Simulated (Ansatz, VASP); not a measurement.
# Ta in VASP and in Ansatz

```xyz
1
Lattice="-1.6594 1.6594 1.6594 1.6594 -1.6594 1.6594 1.6594 1.6594 -1.6594" Properties=species:S:1:pos:R:3 pbc="T T T"
Ta    0.0000    0.0000    0.0000
```

Alike in both runs: task single point; functional PBE; k mesh 14 × 14 × 14; occupations gaussian, width 0.15 eV; no spin polarisation.

|  | VASP | Ansatz |
| --- | --- | --- |
| version | VASP 6.6.1 | Ansatz 0.2.0 |
| potentials or method | VASP PAW PBE potentials, release 64 (Ta_pv) | scalar-relativistic, plane waves, PAW |
| plane-wave cutoff (eV) | 520 | 420 |
| valence electrons in the cell | 11 | 13 |

|  | VASP | Ansatz | Ansatz less VASP |
| --- | --- | --- | --- |
| gap on the k mesh at the Fermi level (eV) | none | none | - |
| pressure (GPa) | 0.1 | 0.0 | -0.13 |

A gap of «none» marks a metal or a gap that the smearing closes. The two sets of potentials don't hold the same shells in valence.

The runs have no spin-orbit coupling, so splittings on Ta are missing.
